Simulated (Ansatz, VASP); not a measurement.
One calculation of Nb, two programs

Contents of POSCAR:

```
Nb
1.0
   -1.6605680000      1.6605680000      1.6605680000
    1.6605680000     -1.6605680000      1.6605680000
    1.6605680000      1.6605680000     -1.6605680000
Nb
1
Direct
    0.0000000000      0.0000000000      0.0000000000
```

Contents of INCAR.step1:

```
SYSTEM = Nb
  PREC = Accurate
  ENCUT = 520
  ISMEAR = -1
  SIGMA = 0.1
  LREAL = .FALSE.
  LASPH = .TRUE.
  NELM = 80
  NBANDS = 12
  GGA = PE
  ALGO = Normal
  EDIFF = 1E-4
  LWAVE = .TRUE.
  LCHARG = .FALSE.
```

File INCAR.step2:

```
SYSTEM = Nb
  PREC = Accurate
  ENCUT = 520
  EDIFF = 1E-6
  ISMEAR = -1
  SIGMA = 0.1
  LREAL = .FALSE.
  LASPH = .TRUE.
  NELM = 80
  ALGO = Normal
  ISIF = 2
  LWAVE = .FALSE.
  LCHARG = .FALSE.
  METAGGA = R2SCAN
  LMIXTAU = .TRUE.
  NBANDS = 12
  ISTART = 1
```

KPOINTS

```
Automatic mesh
0
G
  14 14 14
  0 0 0
```

Input for Ansatz:

```yaml
crystal:
  lattice:
    - [-1.660568, 1.660568, 1.660568]
    - [1.660568, -1.660568, 1.660568]
    - [1.660568, 1.660568, -1.660568]
  atoms:
    - { symbol: Nb, position: [0.0, 0.0, 0.0] }
  symmetry: { tolerance: 0.0003 }
kpoints:
  mp_grid: { grid: [14, 14, 14], shift: [0, 0, 0] }
  band_path:
    path:
      - [0.0, 0.0, 0.0]
      - [0.5, -0.5, 0.5]
      - [0.0, 0.0, 0.5]
      - [0.0, 0.0, 0.0]
      - [0.25, 0.25, 0.25]
      - [0.5, -0.5, 0.5]
      - [0.25, 0.25, 0.25]
      - [0.0, 0.0, 0.5]
    npoints: 8
magnetization:
  spin_polarized: false
scf:
  occupations: { method: fermi_dirac }
  lower_state_search: "off"
  max_iter: 200
hamiltonian:
  pseudopotentials: { kind: paw }
  xc: r2scan
basis:
  ecutwfc: 500
  fft_grid_basis: typed
output:
  forces: true
  stress: true
  eigenvalues: true
  bader: true
  populations: true
  elf: true
  write_potential: true
  volumetric_format: npy
  dos:
    e_range: [-12, 8]
    de: 0.05
    projected: { site_lists: { Nb: [Nb] } }
checkpoint:
  read: saved_state
```

Alike in both runs: task single point; functional r2SCAN; k mesh 14 × 14 × 14; no spin polarisation.

|  | VASP | Ansatz |
| --- | --- | --- |
| version | VASP 6.6.1 | Ansatz 0.2.0 |
| potentials or method | VASP PAW PBE potentials, release 64 (Nb_sv) | PAW plane waves |
| plane-wave cutoff (eV) | 520 | 500 |
| occupations | fermi-dirac, width 0.1 eV | fermi-dirac |
| valence electrons in the cell | 13 | 13 |

VASP gave:

| Property | Result |
| --- | --- |
| pressure (GPa) | -2.4 |

Q: Which values does Ansatz return?

A: Pressure (GPa): -2.2.

Caveats: the PAW data sets were made with another functional, which shifts forces and pressure a little (VASP).
